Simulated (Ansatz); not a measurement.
# In: equation of state, part 1 of 2

How stiff is In, and at what volume does the pressure vanish? The cell is scaled evenly, atoms carried along, and solved with LAPW, PAW and all-electron datasets made for the crystal.

This is In in the diamond structure; at room conditions it is tetragonal.

Program: Ansatz 0.2.0. Level of theory: DFT PBE, scalar-relativistic. These are calculated values, not measurements.

**1. Starting point**

The structure is cubic, space group Fd-3m (No. 227). Conventional cell: a = 6.730 Å, b = 6.730 Å, c = 6.730 Å, α = 90.00°, β = 90.00°, γ = 90.00°. In (site symmetry -43m) is surrounded by 4 In at 2.91 Å.

Coordinates:

```xyz
2
Lattice="0.0000 3.3648 3.3648 3.3648 0.0000 3.3648 3.3648 3.3648 0.0000" Properties=species:S:1:pos:R:3 pbc="T T T"
In    0.0000    0.0000    0.0000
In    1.6824    1.6824    1.6824
```

The structure (diamond type) was typed from a prototype and relaxed by PAW; whether it is the ground state wasn't tested.

Atoms are numbered in the order of the input: In1, In2.

**2. Volume × 0.9405, LAPW**

input.yaml reads:

```yaml
crystal:
  lattice:
    - [0.0, 3.296669589, 3.296669589]
    - [3.296669589, 0.0, 3.296669589]
    - [3.296669589, 3.296669589, 0.0]
  atoms:
    - { symbol: In, position: [0.0, 0.0, 0.0] }
    - { symbol: In, position: [0.25, 0.25, 0.25] }
kpoints:
  mp_grid: { grid: [9, 9, 9] }
scf:
  occupations: { method: fermi_dirac, width: 0.05 }
hamiltonian:
  xc: pbe
  pseudopotentials: { kind: all_electron, lapw: { basis_error: 0.00025 } }
output:
  forces: true
  stress: true
  eigenvalues: true
```

Started as:

```bash
$ ansatz run input.yaml --threads 1 --pin off --max-ram 2048MiB --backend cpu --events-out ev --progress --plain --runs-dir out
```

Log (excerpt; [...] marks lines left out):

```text
LAPW: plane waves up to 8.646 Å⁻¹, error target 2.5e-4 eV per atom; small_component_spin mean_spin; In in spheres of 1.427 Å, 21 of its electrons in bands, Dirac shells []
[...]
Pseudopotentials: kind: all_electron
Pseudopotential: In, LAPW, valence charge 21, Koelling and Harmon's equation, gaussian nucleus
Functional definition: PBE
[...]
Crystal: 2 atoms, lattice volume = 71.657 Å³
Basis set: ecut = 284.8395162070781 eV, 749 PW (Γ), exchange–correlation at level 2
Bands: 26, of which v1, the nominal top of the filled ones, is band 21 counted from 1 (20 counted from 0)
Symmetry: 48 space group operations
Space group: Fd-3m (ITA 227), of the structure as read, at distance tolerance 4.2e-5 Å
k-points: 35 of 729
[...]
SCF iter   1: F=—  HF=-320091.273922 eV  |F-HF|=—  |Δ(HF+E_count)|=         —  Δρ=9.25e-3  dr2=4.48e-2  ethr=1.05e-4  ⟨swp⟩=3.0  Hψ=6100  notcnv=0
[...]
SCF iter   7: F=-320091.250289 eV  HF=-320091.250289 eV  |F-HF|=1.50e-8  |Δ(HF+E_count)|=   4.47e-7  Δρ=5.43e-6  dr2=3.56e-8  ethr=4.10e-9  ⟨swp⟩=3.0  Hψ=2668  notcnv=0
[...]
SCF converged after 7 iterations
Free energy (F): -320091.250289 eV
[...]
E sigma→0 (E₀):  -320091.243035 eV
Entropy (-TS):   -0.014509 eV (-7.254 meV/atom)
Fermi energy:    8.477413 eV
[...]
--- Forces (eV/Å), atoms counted from 1 ---
  atom   1  In     0.00000000     0.00000000     0.00000000
  atom   2  In     0.00000000     0.00000000     0.00000000
[...]
--- Stress (GPa, compression-positive) ---
        1.604772       0.000000      -0.000000
        0.000000       1.604772      -0.000000
       -0.000000      -0.000000       1.604772
  P = ⅓ Tr σ = 1.6048 GPa (16.048 kbar)
--- Band table (eV; the first three rows and the last of 35) ---
  k-point 0: bands = ["-106.8598", "-106.8555", "-65.3449", "-65.3449", "-65.3449", "-65.3248", "-65.3248", "-65.3248", "-6.2022", "-6.2022", "-6.2022", "-6.1338", "-6.1338", "-5.6874", "-5.6874", "-5.6874", "-5.6343", "-5.6343", "0.3671", "10.8818", "10.8818", "10.8818", "10.9219", [...]
[...]
```

It took 16 s on 1 thread of Arm Neoverse V1, shared host.

This run gives: pressure 1.60 GPa; no gap.

**3. Volume × 0.9405, PAW**

Edit input.yaml of step 2 so:

```diff
@@ -14,3 +14,3 @@
   xc: pbe
-  pseudopotentials: { kind: all_electron, lapw: { basis_error: 0.00025 } }
+  pseudopotentials: { kind: paw }
 output:
@@ -19 +19,6 @@
   eigenvalues: true
+  efg: { contact_densities: true }
+  write_density: true
+  write_potential: true
+  elf: true
+  volumetric_format: npy
```

Started as:

```bash
$ ansatz run input.yaml --threads 1 --pin off --max-ram 2048MiB --backend cpu --events-out ev --progress --plain --runs-dir out
```

Log (excerpt; [...] marks lines left out):

```text
In: output.efg is read without spin–orbit coupling, which moves field gradients at and beside such atoms by some per cent and up to a factor of two; PAW files take it under magnetization.noncollinear and magnetization.spin_orbit
[...]
Pseudopotentials: kind: paw
Pseudopotential: In, paw, valence charge 13, recommended cutoff 420 eV (normal)
[... 1 set-up line as earlier in the session ...]
[...]
Crystal: 2 atoms, lattice volume = 71.657 Å³
Basis set: ecut = 420 eV, 1411 PW (Γ), exchange–correlation on 64×64×64 points (8 copies of the dense FFT grid, shifted against one another)
Bands: 17, of which v1, the nominal top of the filled ones, is band 13 counted from 1 (12 counted from 0)
[... 2 set-up lines as earlier in the session ...]
k-points: 35 of 729
[...]
  atom   1  In     0.00000000    -0.00000000    -0.00000000
  atom   2  In    -0.00000000     0.00000000     0.00000000
[...]
--- Stress (GPa, compression-positive) ---
        1.601789      -0.000000       0.000000
       -0.000000       1.601789      -0.000000
       -0.000000       0.000000       1.601789
  P = ⅓ Tr σ = 1.6018 GPa (16.018 kbar)
--- PAW observables at the nuclei: V_zz in 10²¹ V/m², potentials from the cell's mean, atoms counted from 1 ---
  atom   1  In V_zz =    +0.000000   η = 0.0000   by run symmetry: forbidden
            electrostatic potential = -7935.427738 V   contact ρ = 1133065.507488 e/Å³
  atom   2  In V_zz =    +0.000000   η = 0.0000   by run symmetry: forbidden
            electrostatic potential = -7935.427738 V   contact ρ = 1133065.507488 e/Å³
--- Band table (eV; the first three rows and the last of 35) ---
  k-point 0: bands = ["-8.6034", "-8.6034", "-8.6034", "-8.5348", "-8.5348", "-8.0884", "-8.0884", "-8.0884", "-8.0353", "-8.0353", "-2.0326", "8.4816", "8.4816", "8.4816", "8.5227", "10.1430", "10.1430"]
[...]
```

Run time: 4.4 s. Hardware: 1 thread of Arm Neoverse V1, shared host.

In short: pressure 1.60 GPa; no gap.

**4. Volume × 0.9405, crystal datasets**

Edit input.yaml of step 3 so:

```diff
@@ -14,3 +14,3 @@
   xc: pbe
-  pseudopotentials: { kind: paw }
+  pseudopotentials: { kind: all_electron, datasets: crystal }
 output:
@@ -20,5 +20 @@
   efg: { contact_densities: true }
-  write_density: true
-  write_potential: true
-  elf: true
-  volumetric_format: npy
```

Started as:

```bash
$ ansatz run input.yaml --threads 1 --pin off --max-ram 2048MiB --backend cpu --events-out ev --progress --plain --runs-dir out
```

Log (excerpt; [...] marks lines left out):

```text
[...]
In: output.efg is read without spin–orbit coupling, which moves field gradients at and beside such atoms by some per cent and up to a factor of two; PAW files take it under magnetization.noncollinear and magnetization.spin_orbit
[...]
[... 1 set-up line as earlier in the session ...]
Pseudopotential: In, paw, valence charge 13, recommended cutoff 240 eV (normal), Koelling and Harmon's equation, gaussian nucleus
[... 1 set-up line as earlier in the session ...]
[...]
Crystal: 2 atoms, lattice volume = 71.657 Å³
Basis set: ecut = 240 eV, 609 PW (Γ), exchange–correlation on 48×48×48 points (8 copies of the dense FFT grid, shifted against one another)
Bands: 17, of which v1, the nominal top of the filled ones, is band 13 counted from 1 (12 counted from 0)
[... 2 set-up lines as earlier in the session ...]
k-points: 35 of 729
[...]
--- Forces (eV/Å), atoms counted from 1 ---
  atom   1  In    -0.00000000     0.00000000     0.00000000
  atom   2  In    -0.00000000    -0.00000000    -0.00000000
[...]
--- Stress (GPa, compression-positive) ---
        1.606312       0.000000       0.000000
        0.000000       1.606312       0.000000
        0.000000       0.000000       1.606312
  P = ⅓ Tr σ = 1.6063 GPa (16.063 kbar)
--- PAW observables at the nuclei: V_zz in 10²¹ V/m², potentials from the cell's mean, atoms counted from 1 ---
  atom   1  In V_zz =    -0.000000   η = 0.0000   by run symmetry: forbidden
            electrostatic potential = -7935.400633 V   contact ρ = 1133006.596185 e/Å³
  atom   2  In V_zz =    +0.000000   η = 0.0000   by run symmetry: forbidden
            electrostatic potential = -7935.400633 V   contact ρ = 1133006.596185 e/Å³
--- Band table (eV; the first three rows and the last of 35) ---
  k-point 0: bands = ["-6.2022", "-6.2022", "-6.2022", "-6.1338", "-6.1338", "-5.6873", "-5.6873", "-5.6873", "-5.6343", "-5.6343", "0.3670", "10.8818", "10.8818", "10.8818", "10.9219"]
[...]
```

Wall time 4.5 s (1 thread of Arm Neoverse V1, shared host).

Result: pressure 1.61 GPa; no gap.

**5. Volume × 0.97, LAPW**

input.yaml reads:

```yaml
crystal:
  lattice:
    - [0.0, 3.3307834647, 3.3307834647]
    - [3.3307834647, 0.0, 3.3307834647]
    - [3.3307834647, 3.3307834647, 0.0]
  atoms:
    - { symbol: In, position: [0.0, 0.0, 0.0] }
    - { symbol: In, position: [0.25, 0.25, 0.25] }
kpoints:
  mp_grid: { grid: [9, 9, 9] }
scf:
  occupations: { method: fermi_dirac, width: 0.05 }
hamiltonian:
  xc: pbe
  pseudopotentials: { kind: all_electron, lapw: { basis_error: 0.00025 } }
output:
  forces: true
  stress: true
  eigenvalues: true
```

Started as:

```bash
$ ansatz run input.yaml --threads 1 --pin off --max-ram 2048MiB --backend cpu --events-out ev --progress --plain --runs-dir out
```

Log (excerpt; [...] marks lines left out):

```text
LAPW: plane waves up to 8.542 Å⁻¹, error target 2.5e-4 eV per atom; small_component_spin mean_spin; In in spheres of 1.442 Å, 21 of its electrons in bands, Dirac shells []
[...]
[... 3 set-up lines as earlier in the session ...]
[...]
Crystal: 2 atoms, lattice volume = 73.904 Å³
Basis set: ecut = 277.9966279066923 eV, 749 PW (Γ), exchange–correlation at level 2
Bands: 26, of which v1, the nominal top of the filled ones, is band 21 counted from 1 (20 counted from 0)
[... 2 set-up lines as earlier in the session ...]
k-points: 35 of 729
[...]
SCF iter   1: F=—  HF=-320091.287293 eV  |F-HF|=—  |Δ(HF+E_count)|=         —  Δρ=8.88e-3  dr2=4.35e-2  ethr=1.02e-4  ⟨swp⟩=3.0  Hψ=6095  notcnv=0
[...]
SCF iter   7: F=-320091.266452 eV  HF=-320091.266452 eV  |F-HF|=1.86e-8  |Δ(HF+E_count)|=   5.85e-7  Δρ=5.75e-6  dr2=4.37e-8  ethr=4.62e-9  ⟨swp⟩=3.0  Hψ=2668  notcnv=0
[...]
SCF converged after 7 iterations
Free energy (F): -320091.266452 eV
[...]
E sigma→0 (E₀):  -320091.258724 eV
Entropy (-TS):   -0.015457 eV (-7.728 meV/atom)
Fermi energy:    8.109375 eV
[...]
--- Forces (eV/Å), atoms counted from 1 ---
  atom   1  In    -0.00000000    -0.00000000    -0.00000000
  atom   2  In     0.00000000     0.00000000     0.00000000
[...]
--- Stress (GPa, compression-positive) ---
        0.727417       0.000000       0.000000
        0.000000       0.727417       0.000000
        0.000000       0.000000       0.727417
  P = ⅓ Tr σ = 0.7274 GPa (7.274 kbar)
--- Band table (eV; the first three rows and the last of 35) ---
  k-point 0: bands = ["-107.2234", "-107.2197", "-65.7073", "-65.7073", "-65.7073", "-65.6898", "-65.6898", "-65.6898", "-6.5407", "-6.5407", "-6.5407", "-6.4760", "-6.4760", "-6.0608", "-6.0608", "-6.0608", "-6.0149", "-6.0149", "0.1350", "10.2877", "10.4276", "10.4276", "10.4276", [...]
[...]
```

Wall time 16 s (1 thread of Arm Neoverse V1, shared host).

Result: pressure 0.73 GPa; no gap.

**6. Volume × 0.97, PAW**

Edit input.yaml of step 5 so:

```diff
@@ -14,3 +14,3 @@
   xc: pbe
-  pseudopotentials: { kind: all_electron, lapw: { basis_error: 0.00025 } }
+  pseudopotentials: { kind: paw }
 output:
@@ -19 +19,2 @@
   eigenvalues: true
+  efg: { contact_densities: true }
```

Started as:

```bash
$ ansatz run input.yaml --threads 1 --pin off --max-ram 2048MiB --backend cpu --events-out ev --progress --plain --runs-dir out
```

Log (excerpt; [...] marks lines left out):

```text
In: output.efg is read without spin–orbit coupling, which moves field gradients at and beside such atoms by some per cent and up to a factor of two; PAW files take it under magnetization.noncollinear and magnetization.spin_orbit
[...]
[... 3 set-up lines as earlier in the session ...]
[...]
Crystal: 2 atoms, lattice volume = 73.904 Å³
Basis set: ecut = 420 eV, 1459 PW (Γ), exchange–correlation on 64×64×64 points (8 copies of the dense FFT grid, shifted against one another)
Bands: 17, of which v1, the nominal top of the filled ones, is band 13 counted from 1 (12 counted from 0)
[... 2 set-up lines as earlier in the session ...]
k-points: 35 of 729
[...]
  atom   1  In    -0.00000000     0.00000000    -0.00000000
  atom   2  In    -0.00000000     0.00000000     0.00000000
[...]
--- Stress (GPa, compression-positive) ---
        0.723559      -0.000000      -0.000000
       -0.000000       0.723559       0.000000
       -0.000000      -0.000000       0.723559
  P = ⅓ Tr σ = 0.7236 GPa (7.236 kbar)
--- PAW observables at the nuclei: V_zz in 10²¹ V/m², potentials from the cell's mean, atoms counted from 1 ---
  atom   1  In V_zz =    -0.000000   η = 0.0000   by run symmetry: forbidden
            electrostatic potential = -7935.053754 V   contact ρ = 1133066.708132 e/Å³
  atom   2  In V_zz =    -0.000000   η = 0.0000   by run symmetry: forbidden
            electrostatic potential = -7935.053754 V   contact ρ = 1133066.708132 e/Å³
--- Band table (eV; the first three rows and the last of 35) ---
  k-point 0: bands = ["-8.8689", "-8.8689", "-8.8689", "-8.8040", "-8.8040", "-8.3888", "-8.3888", "-8.3888", "-8.3428", "-8.3428", "-2.1915", "7.9616", "8.1006", "8.1006", "8.1006", "9.7669", "9.7669"]
[...]
```

Run time: 3.7 s. Hardware: 1 thread of Arm Neoverse V1, shared host.

In short: pressure 0.72 GPa; no gap.

(Continued in part 2 of 2.)
